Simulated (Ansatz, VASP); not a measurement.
**ZnSe (Stilleite): VASP beside Ansatz**

Aim: how closely do two programs agree when they are given the same cell, functional and k mesh? The cell is taken from a series of VASP runs on this material, whose earlier steps may have relaxed, scaled or displaced it; both programs get it as it stands.

Main program and level: Ansatz 0.2.0; plane waves, with VASP 6.6.1 beside it; band structure at HSE06.

### 1. The structure

Symmetry: F-43m, No. 216, cubic system. The conventional cell has a = 5.735 Å, b = 5.735 Å, c = 5.735 Å, α = 90.00°, β = 90.00°, γ = 90.00°. Zn has 4 Se at 2.48 Å nearest. Se has 4 Zn at 2.48 Å nearest. Farther neighbours and most contacts between anions are not listed.

As a file:

```cif
data_structure
_symmetry_space_group_name_H-M 'F-43m'
_symmetry_Int_Tables_number 216
_cell_length_a 5.7351
_cell_length_b 5.7351
_cell_length_c 5.7351
_cell_angle_alpha 90.000
_cell_angle_beta 90.000
_cell_angle_gamma 90.000
_cell_volume 188.64
loop_
_atom_site_label
_atom_site_type_symbol
_atom_site_symmetry_multiplicity
_atom_site_Wyckoff_symbol
_atom_site_fract_x
_atom_site_fract_y
_atom_site_fract_z
_atom_site_occupancy
Zn1 Zn 4 a 0.00000 0.00000 0.00000 1
Se1 Se 4 d 0.25000 0.25000 0.75000 1
```

### 2. Ansatz: band structure, HSE06

Ansatz runs on its default PAW (the set named soft_2) files.

Levels along a path test the potential and the projectors away from the mesh points.

Contents of input.yaml:

```yaml
crystal:
  lattice:
    - [0.0, 2.8675528976, 2.8675528976]
    - [2.8675528976, 0.0, 2.8675528976]
    - [2.8675528976, 2.8675528976, 0.0]
  atoms:
    - { symbol: Zn, position: [0.0, 0.0, 0.0] }
    - { symbol: Se, position: [0.25, 0.25, 0.25] }
hamiltonian:
  xc: { exchange: pbe, correlation: pbe, exx: { coeff: 0.25, omega: 0.2 } }
  pseudopotentials: { kind: paw }
kpoints:
  mp_grid: { grid: [4, 4, 4] }
  band_path:
    path:
      - [0.0, 0.0, 0.0]
      - [0.5, 0.0, 0.5]
      - [0.5, 0.2, 0.7]
      - [0.4, 0.35, 0.75]
      - [0.15, 0.15, 0.3]
      - [0.2, 0.2, 0.2]
      - [0.55, 0.4, 0.55]
      - [0.6, 0.25, 0.65]
      - [0.5, 0.25, 0.75]
      - [0.5, 0.5, 0.5]
      - [0.375, 0.375, 0.75]
      - [0.5, 0.0, 0.5]
    npoints: 1
scf:
  occupations: { method: gaussian, width: 0.05 }
  n_extra_bands: 7
output:
  forces: true
  stress: true
  eigenvalues: true
  write_density: true
  write_potential: true
  elf: true
  volumetric_format: npy
```

On the command line:

```console
ansatz run input.yaml --threads 4 --pin off --max-ram 9216MiB --backend cpu --events-out ev --progress --plain --runs-dir out
```

Numbers of over 12 decimals in the logs are rounded to 6 here.

Output:

```text
Warning: output.stress: scf.convergence.dr2_threshold = 1e-7 eV (the SCF's general default) is looser than the 2e-10 eV advised for a printed stress (1e-10 eV for each atom of the cell: 2). What an SCF threshold leaves in a stress goes as its square root, and in the free energy as the threshold itself, and one threshold admits the most on a small cell: [figures from the program's tests cut] Set scf.convergence.dr2_threshold to 2e-10 eV or tighter. The threshold is an SCF's pass mark: one that does not reach it within its budget of iterations ends unconverged, or closes short of it on a stop that the run arms, and scf.convergence.dr2_threshold's page says what that costs each kind of run
Warning: output.stress: scf.exx.energy_threshold = 1e-6 eV is looser than the 2e-8 eV advised for a stress under a hybrid functional (1e-8 eV for each atom of the cell: 2). Every SCF of the exchange loop can meet its threshold on dr2 while the loop round them stops early: no threshold on dr2 bounds what that leaves in the stress. Set scf.exx.energy_threshold to 2e-8 eV or tighter. The threshold is the loop's pass mark: a loop that does not reach it within its budget of cycles ends unconverged, and scf.exx.energy_threshold's page has the law
scf.n_extra_bands = 7 over 14 filled bands (N_el = 28.0): the run solves 21 bands
Engine: ansatz 0.2.0, x86_64-unknown-linux-gnu
Pseudopotentials: kind: paw
Pseudopotential: Zn, paw, valence charge 12, recommended cutoff 420 eV (normal), Zn.paw.azcp
Pseudopotential: Se, paw, valence charge 16, recommended cutoff 420 eV (normal), Se.paw.azcp
Functional definition: unnamed
  parameter a_1 = 0.25
  parameter omega_1 = 0.2/angstrom
  exchange = pbe_x + (-a_1)*pbe_x_sr(omega_1) + a_1*exact_x_sr(omega_1)
  correlation = pbe_c
Crystal: 2 atoms, lattice volume = 47.159 Å³
Basis set: ecut = 420 eV, 941 PW (Γ), exchange–correlation on 60×60×60 points (8 copies of the dense FFT grid, shifted against one another)
Bands: 21, of which v1, the nominal top of the filled ones, is band 14 counted from 1 (13 counted from 0)
Symmetry: 24 space group operations
Space group: F-43m (ITA 216), of the structure as read, at distance tolerance 3.6e-5 Å
k-points: 8 of 64 (time reversal used)
Non-local potential: Zn, projectors of the file, l = 0: 2, l = 1: 2, l = 2: 3, l = 3: 1
Non-local potential: Se, projectors of the file, l = 0: 2, l = 1: 2, l = 2: 3, l = 3: 1
PAW form: soft (Blöchl's): semilocal exchange-correlation on the pseudo side does not see the compensation charge
PAW frozen core: Zn, regenerated for the run's functional, and the local potential with it (the file was generated under x = pbe(κ = 0.804, μ = 0.219515), c = pbe(β = 0.066725))
PAW frozen core: Se, regenerated for the run's functional, and the local potential with it (the file was generated under x = pbe(κ = 0.804, μ = 0.219515), c = pbe(β = 0.066725))
PAW one-centre angular grid: Zn, 590 points (default); XC on 64 Gauss nodes
PAW one-centre angular grid: Se, 590 points (default); XC on 64 Gauss nodes
Initial density: superposition of atomic densities (neutral atoms: chi_scale 0, normalization atom), corrected by the library's trained network
Initial wavefunctions: pseudopotential atomic-orbital guess
Functional: x = pbe(κ = 0.804, μ = 0.219515), c = pbe(β = 0.066725), warm-up for x = pbe(κ = 0.804, μ = 0.219515) + 0.25 (exact − pbe) at short range (hse, ω = 0.2 Å⁻¹), c = pbe(β = 0.066725)
SCF iter   1: F=—  HF=-8789.475011 eV  |F-HF|=—  |Δ(HF+E_count)|=         —  Δρ=1.83e-3  dr2=7.72e-4  ethr=1.77e-3  ⟨swp⟩=11.5  Hψ=836  notcnv=0
preconditioner: auto → none  [insulator: Δε(μ)=1.145 eV  Ē_g=14.304 eV  σ=0.050 eV  W_gap=1.00  n_scr=14 (ndim 8)  ℏωp=22.9 eV  f_vac=0.132  D(μ)=0.00/eV (n_scr^D=0)]
SCF iter   2: F=—  HF=-8789.474799 eV  |F-HF|=—  |Δ(HF+E_count)|=   2.12e-4  Δρ=1.00e-3  dr2=3.58e-4  ethr=2.76e-6  ⟨swp⟩=4.1  Hψ=511  notcnv=0  defer=1
iter 3 solved again at ethr=3.80e-8 eV; its pass at ethr=1.28e-6 eV (dr2=1.06e-5 eV) is discarded
SCF iter   3: F=-8789.474645 eV  HF=-8789.474635 eV  |F-HF|=9.50e-6  |Δ(HF+E_count)|=   1.63e-4  Δρ=2.15e-4  dr2=1.06e-5  ethr=3.80e-8  ⟨swp⟩=2.2  Hψ=666  notcnv=0
SCF 1 stopped early in 3 iterations: F = -8789.474645 eV  dr2 = 1.06e-5
  greatest PAW one-centre occupation: 1.000 electrons in one spin orbital (limit 2), on the Se atom at site 1 (counted from 0), in its partial waves of l = 2
Initial density: handed on by an earlier stage of this run
Initial wavefunctions: those handed on with the density
Functional: x = pbe(κ = 0.804, μ = 0.219515) + 0.25 (exact − pbe) at short range (hse, ω = 0.2 Å⁻¹), c = pbe(β = 0.066725)
Exchange kernel: α = 0.2500, screened, ω = 0.2000 Å⁻¹, Wigner–Seitz truncation, v(0) = 1105.2485 eV·Å³, q-mesh 4×4×4, nearest image of the exchange supercell L = 16.22 Å, pair-density grid 15×15×15, without the augmentation charges, whose exchange is taken in its separable form by FFT convolution over the k-point mesh (sized by the pseudopotential files, 24×24×24 at the most), smooth part of the exact exchange by density-matrix convolution
Frozen-core exchange: fock
SCF iter   1: F=—  HF=-8791.158150 eV  |F-HF|=—  |Δ(HF+E_count)|=         —  Δρ=2.00e-2  dr2=9.57e-2  ethr=3.79e-7  ⟨swp⟩=8.1  Hψ=852  notcnv=0
preconditioner: auto → none  [insulator: Δε(μ)=2.244 eV  Ē_g=16.932 eV  σ=0.050 eV  W_gap=1.00  n_scr=14 (ndim 8)  ℏωp=22.9 eV  f_vac=0.132  D(μ)=0.00/eV (n_scr^D=0)]
SCF iter   2: F=—  HF=-8791.127174 eV  |F-HF|=—  |Δ(HF+E_count)|=   3.10e-2  Δρ=2.81e-3  dr2=5.44e-3  ethr=3.79e-7  ⟨swp⟩=5.0  Hψ=643  notcnv=0
SCF iter   3: F=—  HF=-8791.132155 eV  |F-HF|=—  |Δ(HF+E_count)|=   4.98e-3  Δρ=4.33e-3  dr2=4.07e-3  ethr=3.79e-7  ⟨swp⟩=5.0  Hψ=574  notcnv=0
SCF iter   4: F=—  HF=-8791.131794 eV  |F-HF|=—  |Δ(HF+E_count)|=   3.62e-4  Δρ=1.77e-3  dr2=6.60e-4  ethr=3.79e-7  ⟨swp⟩=4.0  Hψ=432  notcnv=0
SCF iter   5: F=—  HF=-8791.132714 eV  |F-HF|=—  |Δ(HF+E_count)|=   9.20e-4  Δρ=7.39e-4  dr2=1.32e-4  ethr=3.79e-7  ⟨swp⟩=4.1  Hψ=391  notcnv=0
SCF iter   6: F=-8791.132641 eV  HF=-8791.132642 eV  |F-HF|=3.77e-7  |Δ(HF+E_count)|=   7.23e-5  Δρ=1.79e-5  dr2=8.01e-7  ethr=3.79e-7  ⟨swp⟩=4.0  Hψ=370  notcnv=0
SCF 2 stopped early in 6 iterations: F = -8791.132641 eV  dr2 = 8.01e-7
hybrid outer 1: dexx = +1.177e-2 eV, tail = 7.49e-5 eV
Exchange kernel: α = 0.2500, screened, ω = 0.2000 Å⁻¹, Wigner–Seitz truncation, v(0) = 1105.2485 eV·Å³, q-mesh 4×4×4, nearest image of the exchange supercell L = 16.22 Å, pair-density grid 15×15×15, without the augmentation charges, whose exchange is taken in its separable form by FFT convolution over the k-point mesh (sized by the pseudopotential files, 24×24×24 at the most), smooth part of the exact exchange by density-matrix convolution
Frozen-core exchange: fock
SCF iter   1: F=—  HF=-8791.132267 eV  |F-HF|=—  |Δ(HF+E_count)|=         —  Δρ=1.04e-4  dr2=2.99e-6  ethr=1.34e-6  ⟨swp⟩=5.4  Hψ=413  notcnv=0
preconditioner: auto → none  [insulator: Δε(μ)=2.295 eV  Ē_g=16.653 eV  σ=0.050 eV  W_gap=1.00  n_scr=14 (ndim 8)  ℏωp=22.9 eV  f_vac=0.135  D(μ)=0.00/eV (n_scr^D=0)]
SCF iter   2: F=—  HF=-8791.132266 eV  |F-HF|=—  |Δ(HF+E_count)|=   3.71e-7  Δρ=2.92e-5  dr2=2.89e-7  ethr=9.92e-9  ⟨swp⟩=4.0  Hψ=450  notcnv=0
SCF iter   3: F=—  HF=-8791.132267 eV  |F-HF|=—  |Δ(HF+E_count)|=   8.02e-7  Δρ=2.06e-5  dr2=1.15e-7  ethr=5.12e-10  ⟨swp⟩=4.2  Hψ=425  notcnv=0  defer=1
SCF iter   4: F=-8791.132267 eV  HF=-8791.132267 eV  |F-HF|=6.11e-10  |Δ(HF+E_count)|=   2.82e-8  Δρ=4.84e-6  dr2=6.47e-9  ethr=3.60e-10  ⟨swp⟩=3.0  Hψ=322  notcnv=0
SCF 3 converged in 4 iterations: F = -8791.132267 eV  dr2 = 6.47e-9
  Residual-converged pass: ⟨swp⟩=4.0  Hψ=384  notcnv=0  max |occ|·‖R‖ = 2.2e-6 eV (tolerance 2.4e-6 eV)  dr2=6.43e-9  dr2_onsite=6.00e-10  max |Δocc| = 2.4e-237
hybrid outer 2: dexx = +8.545e-7 eV, tail = 4.53e-8 eV, Δε = 3.73e-3 eV (about 1.43e-4 eV left of the loop's levels)
NSCF: frozen V_eff on 12 k-points
hybrid SCF converged: 2 outer / 10 inner (+3 warm-up), last move |dexx| = 8.55e-7 eV, tail = 4.53e-8 eV
Stability not checked: this state was not tested for a lower state beside it, because the functional holds exact exchange (a hybrid, or Hartree-Fock), whose exchange loop this test does not read (fock_operator; see scf.lower_state_search)
Free energy (F): -8791.132267 eV
Frozen-core exchange: fock
Harris-Foulkes:  -8791.132267 eV  (|F-HF|=6.11e-10)
Internal energy: -8791.132267 eV  (E = F + TS)
E sigma→0 (E₀):  -8791.132267 eV
Fermi energy:    6.813390 eV
--- Per-component energies (eV) ---
  E_band       = -465.340896
  E_kinetic    = 248.383233
  E_local      = -4455.345364  (includes V_loc(G=0)·N_el)
  E_nonlocal   = 22.750978
  E_hartree    = 2066.678549
  E_xc         = -191.690930
  E_vxc        = -119.404147  (∫ρ·V_xc dr)
  E_exx        = -110.543139  (= α·E_x^exact, valence–valence)
  E_paw        = -3682.020312  (= ΣΔE_a)
  E_vpaw       = -73.995352  (= ΣTr[D̂ρ^β])
  E_aug_tail   = -0.000938  (compensation charges beyond the density's cutoff)
  E_ewald      = -2688.915640
  E_core_change = -0.428717  (= ΣΔE_core)
  E_smearing   = -0.000000  (= −TS)
  E_closure    = 0.000011  (closes the sum)
  Σ components = -8791.132267   (vs F -8791.132267, Δ=0.00e0)
--- Forces (eV/Å), atoms counted from 1 ---
  atom   1  Zn     0.00000000    -0.00000000    -0.00000000
  atom   2  Se    -0.00000000     0.00000000     0.00000000
  max |Σ_I F_I| component: 2.36e-16 eV/Å
--- Stress (GPa, compression-positive) ---
       -0.806207       0.000000      -0.000000
        0.000000      -0.806207       0.000000
       -0.000000       0.000000      -0.806207
  P = ⅓ Tr σ = -0.8062 GPa (-8.062 kbar)
--- Band table (eV; the first three rows and the last of 8) ---
  k-point 0: bands = [... 10 lower, -2.2054, 5.6650, 5.6650, 5.6650, 7.9606, 12.6341, 12.6341, 12.6341, ... 3 higher]
  k-point 1: bands = [... 10 lower, -2.2057, 2.5435, 5.1969, 5.1969, 9.4656, 13.2696, 13.2696, 13.3120, ... 3 higher]
  k-point 2: bands = [... 10 lower, -2.0345, 0.3668, 4.8052, 4.8052, 9.2704, 13.1775, 13.1775, 15.3128, ... 3 higher]
  k-point 7: bands = [... 10 lower, -1.8942, 0.9285, 2.8255, 3.0584, 12.1077, 12.3998, 13.7983, 14.4424, ... 3 higher]
```

Run time: 14 s. Hardware: 4 threads of Intel Xeon Platinum 8488C (Sapphire Rapids), shared host; peak memory 0.8 GiB; 50 s of CPU time.

### 3. VASP: band structure, HSE06

The same cell, functional, mesh and smearing now go to VASP, with its own data sets and cutoff.

Lines of VASP's logs that name or quote its potential files are left out, and so is its time.

The run reads the wave functions of an earlier VASP run, which isn't shown here.

Contents of INCAR:

```
SYSTEM = ZnSe
PREC = Accurate
ENCUT = 400
EDIFF = 1E-06
NELM = 100
ISMEAR = 0
SIGMA = 0.05
LREAL = .FALSE.
ALGO = Normal
LHFCALC = .TRUE.
AEXX = 0.25
GGA = PE
HFSCREEN = 0.2
LASPH = .TRUE.
NBANDS = 15
PRECFOCK = Fast
LORBIT = 11
LWAVE = .FALSE.
LCHARG = .FALSE.
KPAR = 2
```

Contents of POSCAR:

```
ZnSe
1.0
    0.0000000000      2.8675528976      2.8675528976
    2.8675528976      0.0000000000      2.8675528976
    2.8675528976      2.8675528976      0.0000000000
Zn Se
1 1
Direct
    0.0000000000      0.0000000000      0.0000000000
    0.2500000000      0.2500000000      0.2500000000
```

Contents of KPOINTS:

```
Automatic mesh
0
Gamma
4 4 4
0 0 0
```

Contents of KPOINTS_OPT:

```
Line mode
6
Line-mode
Reciprocal
  0.00000000   0.00000000   0.00000000 GAMMA
  0.50000000   0.00000000   0.50000000 X

  0.50000000   0.00000000   0.50000000 X
  0.50000000   0.25000000   0.75000000 W

  0.50000000   0.25000000   0.75000000 W
  0.37500000   0.37500000   0.75000000 K

  0.37500000   0.37500000   0.75000000 K
  0.00000000   0.00000000   0.00000000 GAMMA

  0.00000000   0.00000000   0.00000000 GAMMA
  0.50000000   0.50000000   0.50000000 L

  0.50000000   0.50000000   0.50000000 L
  0.62500000   0.25000000   0.62500000 U

  0.62500000   0.25000000   0.62500000 U
  0.50000000   0.25000000   0.75000000 W

  0.50000000   0.25000000   0.75000000 W
  0.50000000   0.50000000   0.50000000 L

  0.50000000   0.50000000   0.50000000 L
  0.37500000   0.37500000   0.75000000 K

  0.62500000   0.25000000   0.62500000 U
  0.50000000   0.00000000   0.50000000 X
```

The projector-augmented-wave data sets are Zn and Se (PBE family, release 64).

On the command line:

```console
mpirun -np 2 vasp_std
```

Output:

```text
[banner, memory and clock lines left out]
running    2 mpi-ranks, on    1 nodes
 distrk:  each k-point on    1 cores,    2 groups
 distr:  one band on    1 cores,    1 groups

 POSCAR found type information on POSCAR ZnSe
 POSCAR found :  2 types and       2 ions
 LDA part: xc-table for (Slater+PW92), standard interpolation
 found WAVECAR, reading the header
 POSCAR, INCAR and KPOINTS ok, starting setup
 FFT: planning ... GRIDC
 FFT: planning ... GRID_SOFT
 FFT: planning ... GRID
 reading WAVECAR
 the WAVECAR file was read successfully
 initial charge from wavefunction
 entering main loop
       N       E                     dE             d eps       ncg     rms          rms(c)
DAV:   1    -0.741565674772E+01   -0.74157E+01   -0.69611E-01   329   0.230E+01    0.213E+00
DAV:   2    -0.739590853519E+01    0.19748E-01   -0.16460E-01   282   0.789E+00    0.112E+00
DAV:   3    -0.739581797600E+01    0.90559E-04   -0.17346E-02   296   0.203E+00    0.692E-01
DAV:   4    -0.739548398157E+01    0.33399E-03   -0.13328E-03   247   0.413E-01    0.405E-01
DAV:   5    -0.739537044544E+01    0.11354E-03   -0.19768E-04   284   0.131E-01    0.231E-01
DAV:   6    -0.739534025056E+01    0.30195E-04   -0.39541E-05   261   0.600E-02    0.128E-01
DAV:   7    -0.739532749314E+01    0.12757E-04   -0.45403E-06   247   0.208E-02    0.700E-02
DAV:   8    -0.739532292972E+01    0.45634E-05   -0.17839E-06   240   0.104E-02    0.373E-02
DAV:   9    -0.739532119330E+01    0.17364E-05   -0.62535E-07   183   0.623E-03    0.201E-02
DAV:  10    -0.739532062847E+01    0.56483E-06   -0.27718E-07   120   0.433E-03
   1 F= -.73953206E+01 E0= -.73953206E+01  d E =-.155343E-11
 Start KPOINTS_OPT (optional k-point list driver)
k-point batch [1-8\60]
       N       E                     dE             ncg
DAV:   1     0.152123002001E+02   -0.28861E+04      240
DAV:   2    -0.793531579985E+03   -0.80874E+03      254
DAV:   3    -0.846408088177E+03   -0.52877E+02      289
DAV:   4    -0.847201150557E+03   -0.79306E+00      310
DAV:   5    -0.847206311538E+03   -0.51610E-02      310
DAV:   6    -0.847206348717E+03   -0.37179E-04      324
DAV:   7    -0.847206349099E+03   -0.38206E-06      246
[...]
k-point batch [57-60\60]
       N       E                     dE             ncg
DAV:   1     0.208346464399E+04   -0.22923E+04      120
DAV:   2     0.168674615706E+04   -0.39672E+03      141
DAV:   3     0.166266342842E+04   -0.24083E+02      148
DAV:   4     0.166232733951E+04   -0.33609E+00      155
DAV:   5     0.166232517156E+04   -0.21679E-02      169
DAV:   6     0.166232515602E+04   -0.15543E-04      162
DAV:   7     0.166232515587E+04   -0.14586E-06      123
```

[end of part 1 of 2]

[Lines on the potential files, build, host, timing and source positions are cut from VASP's logs without a mark.]

[Logs are printed without paths, hosts, clocks, repeated set-up lines and the standing remarks that a program may print on its own settings, such as how far it seeks lower states.]

[Hosts, paths, dates, database ids (printed as entryN), source tags and the programs' standing remarks are cut or masked in the printed files.]
